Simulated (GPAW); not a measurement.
# La2O3: single point with TB-mBJ

The system is La2O3.

```xyz
5
Lattice="3.9308 0.0000 0.0000 -1.9654 3.4042 0.0000 0.0000 0.0000 6.1120" Properties=species:S:1:pos:R:3 pbc="T T T"
La    0.0000    2.2694    1.5050
La    1.9654    1.1347    4.6070
O     0.0000    0.0000    0.0000
O     0.0000    2.2694    3.9477
O     1.9654    1.1347    2.1643
```

The cell is a database's computed one.

```
Program             : GPAW 26.7.0
Task                : single point
Functional          : TB-mBJ
Potentials or basis : GPAW PAW data sets for LDA (gpaw-data 1.2.1)
Cutoff              : 800 eV
Basis               : pw
k mesh              : 6 × 6 × 4
Occupations         : fermi-dirac, width 0.05 eV
Spin                : no spin polarisation
Maxiter             : 150
```

* Band gap on the k mesh: 4.40 eV, indirect (least direct gap 4.49 eV)

Levels at points of the mesh, in eV from the valence-band top:
```tsv
k point	band 18	band 19	band 20	band 21	band 22	band 23
(0.00, 0.00, 0.00)	-0.36	-0.36	-0.12	4.61	4.63	4.63
(0.00, 0.00, 0.50)	-0.62	-0.28	-0.28	4.54	4.64	4.64
(0.50, 0.50, 0.00)	-0.58	-0.37	-0.32	4.40	4.62	4.69
(0.50, 0.50, 0.50)	-0.59	-0.37	0.00	4.49	4.65	4.68
```

It took 6.3 min on 1 thread of Arm Neoverse V2 (shared host), peak memory 1.1 GiB.

Caveat: one-centre terms of the f shell are cut off; a model potential gives levels but no total energy; spin-orbit coupling is left out, which moves the levels of the heavy elements. A k mesh can miss the band edges.
